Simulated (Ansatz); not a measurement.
Data:

```
CELL_PARAMETERS angstrom
      0.00000     3.07871     3.07871
      3.07871     0.00000     3.07871
      3.07871     3.07871     0.00000
ATOMIC_POSITIONS crystal
  Sb 0.25000 0.25000 0.25000
  Al 0.00000 0.00000 0.00000
```

No spin polarisation.

All numbers come from Ansatz (a program for electronic structure), PBEsol, PAW, cutoff 420 eV, no spin-orbit coupling. k-mesh 13×13×13 (Γ-centred); smearing 0.05 eV (Fermi–Dirac).

### Question
Predict the band gap, space group, electron mass and smallest direct gap.

### Answer
* **Band gap**: 1.14 eV
* **Space group**: F-43m (No. 216)
* **Electron mass**: 2.8 mₑ along k, 0.22 mₑ across (off the special points)
* **Smallest direct gap**: 1.47 eV

Spin-orbit coupling, missing from the scalar runs, can matter with Sb. Effective masses come from finite differences of ±0.01 Å⁻¹. Along k means along the line from Γ to the band edge. Stability against distortions was not tested. The cell was made from AlP by this change: P → Sb.
